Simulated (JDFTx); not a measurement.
## Al: equation of state with r2SCAN

**Experimental background.**

“The interpretation of polycrystalline coherent inelastic neutron scattering from aluminium”, 2013, pmc:3831299 quotes, for a bulk crystal of Al: bulk modulus 76.9 GPa.

Crystal: Al.

```
CELL_PARAMETERS angstrom
0.00000 2.02481 2.02481
2.02481 0.00000 2.02481
2.02481 2.02481 0.00000
ATOMIC_POSITIONS crystal
Al 0.00000 0.00000 0.00000
```

```yaml
Program: JDFTx 1.7.0 (patched build)
Task: equation of state
Functional: r2SCAN
Potentials_or_basis: SG15-PBE-1.2
Cutoff: 1088 eV
Density_cutoff: 4354 eV
k_mesh: 11 × 11 × 11
Occupations: fermi-dirac, width 0.05 eV
Spin: no spin polarisation
```

```json
{
  "Equilibrium volume": "16.25 Å³/atom",
  "Bulk modulus": "89 GPa",
  "Pressure derivative of the bulk modulus": "4.3"
}
```

Energy against volume, from the lowest point:
| volume (Å³/atom) | energy (meV/atom) |
| --- | --- |
| 15.607 | 7.54 |
| 15.939 | 1.69 |
| 16.271 | 0.00 |
| 16.603 | 2.05 |
| 16.935 | 7.47 |
| 17.267 | 15.90 |
| 17.599 | 27.02 |

Measured bulk modulus of Al: 76.9 GPa (quoted in “The interpretation of polycrystalline coherent inelastic neutron scattering from aluminium”, 2013, pmc:3831299). This calculation gives 89 GPa (+15.6 %). The fit is for a static lattice scaled at fixed shape and fixed fractional positions.

Caveat: the potentials were made for another functional, which shifts forces and pressure.
